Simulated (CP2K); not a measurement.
**ZrS under changes of volume**

One of the cells (18.088 Å³/atom); the others are scaled copies at fixed shape and fractional positions:

```
Zr S
1.0
     3.71231    0.00000    0.00000
     1.85616    3.21496    0.00000
     1.85616    1.07165    3.03109
Zr S
1 1
Direct
  0.00000 0.00000 0.00000
  0.50000 0.50000 0.50000
```

```yaml
Program: CP2K 2026.2
Functional: r2SCAN
Potentials_or_basis: POTENTIAL_UZH Zr GTH-SCAN-q12, S GTH-SCAN-q6; TZVP-MOLOPT-SCAN-GTH basis
Density_cutoff: 9524 eV
k_mesh: 9 × 9 × 9
Occupations: fermi-dirac, width 0.01 eV
Spin: no spin polarisation
```

```csv
volume (Å³/atom),energy over the lowest point (meV/atom),pressure (GPa)
17.003,22.26,8.4
17.364,?,?
17.726,0.26,1.6
18.088,0.00,-1.3
18.450,5.91,-3.9
18.811,17.34,-6.2
19.173,33.48,-8.3
```

What does the run at 17.364 Å³/atom give?

Energy over the lowest point 7.41 meV/atom; pressure 4.8 GPa.

Worked out: A Birch-Murnaghan fit of order 3 (a polynomial in V^(-2/3)) to the other rows has its minimum at 17.92 Å³/atom with B0 = V·E''(V) = 142 GPa and B' = 4.9. It gives 7.38 meV/atom at 17.364 Å³/atom, against the run's 7.41, and -dE/dV = 4.8 GPa, against 4.8.

Energies are extrapolated to zero smearing.

Caveats: the basis of atomic orbitals isn't converged, which shifts pressures, moduli and gaps.
